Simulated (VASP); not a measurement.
# K (Pm-3m) in VASP: notebook

The runs below take K through single point, with PBE.

Program: VASP 6.6.1. These are calculated values, not measurements. Logs are shortened: lines on timing, memory, paths and dates and some standing lists are left out, and cuts for length are marked.

## (1) The structure

Symmetry: Pm-3m, No. 221, cubic system. Conventional cell: a = 4.310 Å, b = 4.310 Å, c = 4.310 Å, α = 90.00°, β = 90.00°, γ = 90.00°. Around K (site symmetry m-3m) lie 6 K at 4.31 Å.

This isn't the form of K at room conditions, which is bcc.

## (2) Single point, PBE

File INCAR:

```
  PREC = Accurate
  ENCUT = 400
  EDIFF = 1E-4
  ISMEAR = 0
  SIGMA = 0.2
  LREAL = False
  LASPH = True
  NELM = 100
  ALGO = Normal
  ISIF = 2
  LWAVE = False
  LCHARG = False
  GGA = PE
  NBANDS = 10
  ADDGRID = False
```

File KPOINTS:

```
regular mesh
0
Gamma
  6 6 6
```

File POSCAR:

```
K
1.0
    4.3104394900      0.0000000000      0.0000000000
    0.0000000000      4.3104394900      0.0000000000
    0.0000000000      0.0000000000      4.3104394900
K
1
Direct
    0.0000000000      0.0000000000      0.0000000000
```

Potentials or basis: VASP PAW PBE potentials, release 64 (K_sv).

Command:

```
cat potpaw_PBE.64/K_sv/POTCAR > POTCAR
mpirun -np 1 vasp_std > vasp.out
```

OUTCAR:

```text
PREC = Accurate
   ENCUT = 400
   EDIFF = 1E-4
   ISMEAR = 0
   LREAL = False
   LASPH = True
   NELM = 100
   ISIF = 2
   GGA = PE

 Found     20 irreducible k-points:

 Following reciprocal coordinates:
            Coordinates               Weight
  0.000000  0.000000  0.000000      1.000000
  0.166667  0.000000  0.000000      6.000000
  0.333333  0.000000  0.000000      6.000000
  0.500000  0.000000  0.000000      3.000000
  0.166667  0.166667  0.000000     12.000000
  0.333333  0.166667  0.000000     24.000000
   k-points           NKPTS =     20   k-points in BZ     NKDIM =     20   number of bands    NBANDS=     10
   number of dos      NEDOS =    301   number of ions     NIONS =      1
   total plane-waves  NPLWV =  21952
   dimension x,y,z NGX =    28 NGY =   28 NGZ =   28
   dimension x,y,z NGXF=    56 NGYF=   56 NGZF=   56
   ions per type =               1
   NGX,Y,Z   is equivalent  to a cutoff of  10.80, 10.80, 10.80 a.u.
   NGXF,Y,Z  is equivalent  to a cutoff of  21.60, 21.60, 21.60 a.u.
 SYSTEM =  unknown system
   PREC   = accura    normal or accurate (medium, high low for compatibility)
   ISTART =      0    job   : 0-new  1-cont  2-samecut
   ICHARG =      2    charge: 1-file 2-atom 10-const
   ISPIN  =      1    spin polarized calculation?
   LNONCOLLINEAR =      F non collinear calculations
   LSORBIT =      F    spin-orbit coupling
   LASPH  =      T    aspherical Exc in radial PAW
   ENCUT  =  400.0 eV  29.40 Ry    5.42 a.u.   7.03  7.03  7.03*2*pi/ulx,y,z
   NELM   =    100;   NELMIN=  2; NELMDL= -5     # of ELM steps
   EDIFF  = 0.1E-03   stopping-criterion for ELM
   LREAL  =      F    real-space projection
   EDIFFG = 0.1E-02   stopping-criterion for IOM
   NSW    =      0    number of steps for IOM
   IBRION =     -1    ionic relax: 0-MD 1-quasi-New 2-CG
   NFREE  =      0    steps in history (QN), initial steepest desc. (CG)
   ISIF   =      2    stress and relaxation
   ISYM   =      2    0-nonsym 1-usesym 2-fastsym
   POTIM  = 0.5000    time-step for ionic-motion
   TEBEG  =    0.0;   TEEND  =   0.0 temperature during run
   PSTRESS=    0.0 pullay stress
   NELECT =       9.0000    total number of electrons
   NUPDOWN=      -1.0000    fix difference up-down
   EMIN   =  10.00;   EMAX   =-10.00  energy-range for DOS
   EFERMI =   0.00;   METHOD = LEGACY
   ISMEAR =     0;   SIGMA  =   0.20  broadening in eV -4-tet -1-fermi 0-gaus
   EFERMI_NEDOS =   21; number of points for ismear=-14 and -15
   IALGO  =     38    algorithm
   IMIX   =      4    mixing-type and parameters
     AMIX     =   0.40;   BMIX     =  1.00
     AMIX_MAG =   1.60;   BMIX_MAG =  1.00
  volume/ion in A,a.u.               =      80.09       540.46
  Fermi-wavevector in a.u.,A,eV,Ry     =   0.790013  1.492908  8.491671  0.624120
  Thomas-Fermi vector in A             =   1.895269
   LORBIT       =      0    0 simple, 1 ext, 2 COOP (PROOUT), +10 PAW based schemes
   GGA     = PE    functional components
   LHFCALC =     F    Hartree Fock is set to
   AEXX    =    0.0000 exact exchange contribution
   IVDW    =     0    specifies the selected vdW correction
   LEPSILON=     F    determine dielectric tensor
   LRPA    =     F    only Hartree local field effects (RPA)
 non-spin polarized calculation
 Gauss-broadening in eV      SIGMA  =   0.20
  energy-cutoff  :      400.00
  volume of cell :       80.09
 maximum number of plane-waves:      1472
   NGX = 15   NGY = 15   NGZ = 15

 number of electron       9.0000006 magnetization

 Free energy of the ion-electron system (eV)
  ---------------------------------------------------
  ext. energy  EPLUGINS =         0.00000000
  ---------------------------------------------------
  free energy    TOTEN  =        -0.94558954 eV

  energy without entropy =       -0.92464987  energy(sigma->0) =       -0.93511970

 E-fermi :  -0.2099     XC(G=0):  -5.4360

 val. band max:       -0.3144323111   @ k =   0.5000   0.0000   0.0000
 cond. band min:      -0.2003479128   @ k =   0.3333   0.3333   0.1667
 fundamental gap:      0.1140843982
 Fermi energy:        -0.2098908263

 k-point     1 :       0.0000    0.0000    0.0000
  band No.  band energies     occupation
      1     -32.5985      2.00000
      2     -16.0402      2.00000
      3     -16.0402      2.00000
      4     -16.0402      2.00000
      5      -2.3147      2.00000
      6       2.6262      0.00000
      7       2.6262      0.00000
      8       5.8811      0.00000
      9       5.9448      0.00000
     10       6.0476      0.00000

 k-point     2 :       0.1667    0.0000    0.0000
  band No.  band energies     occupation
      1     -32.5974      2.00000
      2     -16.0612      2.00000
      3     -16.0384      2.00000
      4     -16.0384      2.00000
      5      -2.0600      2.00000
      6       2.3069      0.00000
      7       2.7514      0.00000
      8       5.1367      0.00000
      9       5.1367      0.00000
     10       5.4238      0.00000

 k-point     3 :       0.3333    0.0000    0.0000
  band No.  band energies     occupation
      1     -32.5954      2.00000
      2     -16.1028      2.00000
      3     -16.0349      2.00000
      4     -16.0349      2.00000
      5      -1.3296      2.00000
      6       1.1686      0.00000
      7       3.0473      0.00000
      8       4.5770      0.00000
      9       4.5770      0.00000
     10       5.7302      0.00000

 k-point     4 :       0.5000    0.0000    0.0000
  band No.  band energies     occupation
      1     -32.5944      2.00000
      2     -16.1235      2.00000
      3     -16.0331      2.00000
      4     -16.0331      2.00000
      5      -0.3144      1.54023
      6      -0.0825      0.36773
      7       3.2294      0.00000
      8       4.3783      0.00000
      9       4.3783      0.00000
     10       6.0214      0.00000

 k-point     5 :       0.1667    0.1667    0.0000
  band No.  band energies     occupation
      1     -32.5964      2.00000
      2     -16.0600      2.00000
      3     -16.0585      2.00000
      4     -16.0366      2.00000
      5      -1.8092      2.00000
      6       2.3848      0.00000
      7       2.5658      0.00000
      8       4.3167      0.00000
      9       5.0439      0.00000
     10       5.5655      0.00000

 k-point     6 :       0.3333    0.1667    0.0000
  band No.  band energies     occupation
      1     -32.5944      2.00000
      2     -16.1005      2.00000
      3     -16.0553      2.00000
      4     -16.0332      2.00000
      5      -1.0904      2.00000
      6       1.3537      0.00000
      7       2.8741      0.00000
      8       3.9763      0.00000
      9       4.6569      0.00000
     10       5.5362      0.00000

 [... further k-points ...]

------------------------ aborting loop because EDIFF is reached ----------------------------------------

  FORCE on cell =-STRESS in cart. coord.  units (eV):
  Direction    XX          YY          ZZ          XY          YZ          ZX
  --------------------------------------------------------------------------------------
  -------------------------------------------------------------------------------------
  Total       -0.0438305     -0.0438305     -0.0438305      0.0000000     -0.0000000      0.0000000
  in kB       -0.8768443     -0.8768443     -0.8768443      0.0000000     -0.0000000      0.0000000
  external PRESSURE =      -0.8768443 kB  Pullay stress =       0.0000000 kB

 VOLUME and BASIS-vectors are now :
 -----------------------------------------------------------------------------
  energy-cutoff  :      400.00
  volume of cell :       80.09
      direct lattice vectors                 reciprocal lattice vectors
     4.310439490  0.000000000  0.000000000     0.231994905  0.000000000  0.000000000
     0.000000000  4.310439490  0.000000000     0.000000000  0.231994905  0.000000000
     0.000000000  0.000000000  4.310439490     0.000000000  0.000000000  0.231994905

 POSITION                                       TOTAL-FORCE (eV/Angst)
 -----------------------------------------------------------------------------------
      0.00000      0.00000      0.00000         0.000000      0.000000      0.000000
 -----------------------------------------------------------------------------------
    total drift:                               -0.000000     -0.000000     -0.000000

  FREE ENERGIE OF THE ION-ELECTRON SYSTEM (eV)
  ---------------------------------------------------
  free  energy   TOTEN  =        -0.9455895382 eV

  energy  without entropy=       -0.9246498718  energy(sigma->0) =       -0.93511970
```

Run time: 4.5 s. Hardware: 1 thread of Intel Xeon Platinum 8488C (Sapphire Rapids), shared host; peak memory 0.15 GiB.

These settings aren't checked as converged: the numbers below hold their error.

What came out:

```yaml
Free_energy: -0.9456 eV
Pressure: -0.1 GPa
Band_gap_on_the_k_mesh: none (metal or under the smearing width)
```

## (3) Single point, PBE

INCAR, as its differences from that of step 2:

```diff
@@ -2,3 +2,3 @@
   ENCUT = 400
-  EDIFF = 1E-4
+  EDIFF = 1E-5
   ISMEAR = 0
```

KPOINTS is that of step 2.

POSCAR is that of step 2.

Potentials or basis: VASP PAW PBE potentials, release 64 (K_sv).

Command:

```
cat potpaw_PBE.64/K_sv/POTCAR > POTCAR
mpirun -np 1 vasp_std > vasp.out
```

Wall time 4.8 s (1 thread of Intel Xeon Platinum 8488C (Sapphire Rapids), shared host); peak memory 0.15 GiB.

These settings aren't checked as converged: the numbers below hold their error.

Results:

- Free energy: -0.9456 eV
- Pressure: -0.1 GPa
- Band gap on the k mesh: none (metal or under the smearing width)

## (4) For comparison

An earlier run on the cell as given: functional PBE; potentials or basis VASP PAW PBE potentials, release 64 (K_sv); cutoff 520 eV; k mesh 6 × 6 × 6; occupations fermi-dirac, width 0.05 eV; no spin polarisation.

* Pressure: 0.0 GPa
* Band gap on the k mesh: none (metal or under the smearing width)
